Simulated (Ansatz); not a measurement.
# Fe3Co: a scan of the volume

Aim, for Fe3Co: follow energy and moments against volume.

Method: DFT PBEsol, scalar-relativistic, plane waves, PAW, in Ansatz 0.2.0.

3 further runs of the same task are left out: 2 that didn't finish, 1 set aside as unsound or not needed. Runs told in other sessions of the task aren't counted.

## 1. The system as given

It takes space group P4/mmm (No. 123, tetragonal). Conventional cell: a = 4.024 Å, b = 4.024 Å, c = 2.828 Å, α = 90.00°, β = 90.00°, γ = 90.00°. Around Fe (site symmetry 4/mmm) lie 10 Fe at 2.46 to 2.83 Å. Fe (site symmetry mmm) is surrounded by 10 Fe at 2.46 to 2.85 Å and 4 Co at 2.46 Å. Co (site symmetry 4/mmm) has 12 Fe at 2.46 to 2.85 Å and 2 Co at 2.83 Å in its first shell of neighbours.

Coordinates:

```
Fe Co
1.0
     4.02358    0.00000    0.00000
     0.00000    4.02358    0.00000
     0.00000    0.00000    2.82771
Fe Co
3 1
Direct
  0.50000 0.50000 0.00000
  0.50000 0.00000 0.50000
  0.00000 0.50000 0.50000
  0.00000 0.00000 0.00000
```

The structure comes from the Materials Project (structure only); it is used as listed.

## 2. The base input

File input.yaml:

```yaml
crystal:
  lattice:
    - [4.023579445, 0.0, 0.0]
    - [0.0, 4.023579445, 0.0]
    - [0.0, 0.0, 2.82770517]
  atoms:
    - { symbol: Fe, position: [0.5, 0.5, 0.0], spin: 2.49 }
    - { symbol: Fe, position: [0.5, 0.0, 0.5], spin: 2.83 }
    - { symbol: Fe, position: [0.0, 0.5, 0.5], spin: 2.83 }
    - { symbol: Co, position: [0.0, 0.0, 0.0], spin: 1.99 }
basis:
  ecutwfc: 420
kpoints:
  mp_grid: { grid: [10, 10, 14] }
hamiltonian:
  xc: pbesol
scf:
  occupations: { method: gaussian, width: 0.1 }
output:
  forces: true
  stress: true
  eigenvalues: true
  populations: true
magnetization:
  spin_polarized: true
```

Its results, from an earlier run: -4609.8934 eV/atom at zero smearing, pressure -7.83 GPa, largest force 0.000 eV/Å, no gap on the mesh, site moments Fe +2.37, Fe +2.61 (×2), Co +1.81 μB, in 15 SCF cycles and 65 s.

## 3. V/V0 = 0.8, start: ferromagnetic

File input.yaml:

```yaml
crystal:
  lattice:
    - [3.7351602846, 0.0, 0.0]
    - [0.0, 3.7351602846, 0.0]
    - [0.0, 0.0, 2.6250089484]
  atoms:
    - { symbol: Fe, position: [0.5, 0.5, 0.0], spin: 4.0 }
    - { symbol: Fe, position: [0.5, 0.0, 0.5], spin: 4.0 }
    - { symbol: Fe, position: [0.0, 0.5, 0.5], spin: 4.0 }
    - { symbol: Co, position: [0.0, 0.0, 0.0], spin: 3.0 }
basis:
  ecutwfc: 420
kpoints:
  mp_grid: { grid: [10, 10, 14] }
hamiltonian:
  xc: pbesol
scf:
  occupations: { method: gaussian, width: 0.1 }
  lower_state_search: "off"
output:
  forces: true
  stress: true
  eigenvalues: true
  populations: true
magnetization:
  spin_polarized: true
```

Launch:

```console
> ansatz run input.yaml --threads 1 --pin off --max-ram 2560MiB --backend cpu --events-out ev --progress --plain --runs-dir out
```

## 4. V/V0 = 0.86, start: ferromagnetic

Changes to input.yaml since step 3:

```diff
@@ -2,5 +2,5 @@
   lattice:
-    - [3.7351602846, 0.0, 0.0]
-    - [0.0, 3.7351602846, 0.0]
-    - [0.0, 0.0, 2.6250089484]
+    - [3.8262974756, 0.0, 0.0]
+    - [0.0, 3.8262974756, 0.0]
+    - [0.0, 0.0, 2.6890586608]
   atoms:
```

## 5. V/V0 = 0.92, start: ferromagnetic

Changes to input.yaml since step 4:

```diff
@@ -2,5 +2,5 @@
   lattice:
-    - [3.8262974756, 0.0, 0.0]
-    - [0.0, 3.8262974756, 0.0]
-    - [0.0, 0.0, 2.6890586608]
+    - [3.9132884096, 0.0, 0.0]
+    - [0.0, 3.9132884096, 0.0]
+    - [0.0, 0.0, 2.7501944522]
   atoms:
```

## 6. V/V0 = 0.96, start: ferromagnetic

Changes to input.yaml since step 5:

```diff
@@ -2,5 +2,5 @@
   lattice:
-    - [3.9132884096, 0.0, 0.0]
-    - [0.0, 3.9132884096, 0.0]
-    - [0.0, 0.0, 2.7501944522]
+    - [3.9692000837, 0.0, 0.0]
+    - [0.0, 3.9692000837, 0.0]
+    - [0.0, 0.0, 2.7894882532]
   atoms:
```

## 7. V/V0 = 1.04, start: ferromagnetic

Changes to input.yaml since step 6:

```diff
@@ -2,5 +2,5 @@
   lattice:
-    - [3.9692000837, 0.0, 0.0]
-    - [0.0, 3.9692000837, 0.0]
-    - [0.0, 0.0, 2.7894882532]
+    - [4.0765273517, 0.0, 0.0]
+    - [0.0, 4.0765273517, 0.0]
+    - [0.0, 0.0, 2.8649160842]
   atoms:
```

## 8. V/V0 = 1.1, start: ferromagnetic

Changes to input.yaml since step 7:

```diff
@@ -2,5 +2,5 @@
   lattice:
-    - [4.0765273517, 0.0, 0.0]
-    - [0.0, 4.0765273517, 0.0]
-    - [0.0, 0.0, 2.8649160842]
+    - [4.153461054, 0.0, 0.0]
+    - [0.0, 4.153461054, 0.0]
+    - [0.0, 0.0, 2.9189838194]
   atoms:
```

## 9. V/V0 = 1.18, start: ferromagnetic

Changes to input.yaml since step 8:

```diff
@@ -2,5 +2,5 @@
   lattice:
-    - [4.153461054, 0.0, 0.0]
-    - [0.0, 4.153461054, 0.0]
-    - [0.0, 0.0, 2.9189838194]
+    - [4.2518041347, 0.0, 0.0]
+    - [0.0, 4.2518041347, 0.0]
+    - [0.0, 0.0, 2.988097712]
   atoms:
@@ -24,2 +24,6 @@
   populations: true
+  write_density: true
+  write_potential: true
+  elf: true
+  volumetric_format: npy
 magnetization:
```

(Steps that only read results are left out.)

What results come out of these runs, taken together? Wanted: lowest point, start “ferromagnetic”.

As calculated:

```
                           quantity        value
lowest point, start “ferromagnetic”  V/V0 = 0.96
```

What this shows: For the start “ferromagnetic” the lowest point lies at V/V0 = 0.96. The pressure passes through zero near V/V0 = 0.960, about 10.99 Å³/atom. The largest site moment goes from 2.11 μB at the smallest volume to 2.81 μB at the largest, growing as the bands narrow.
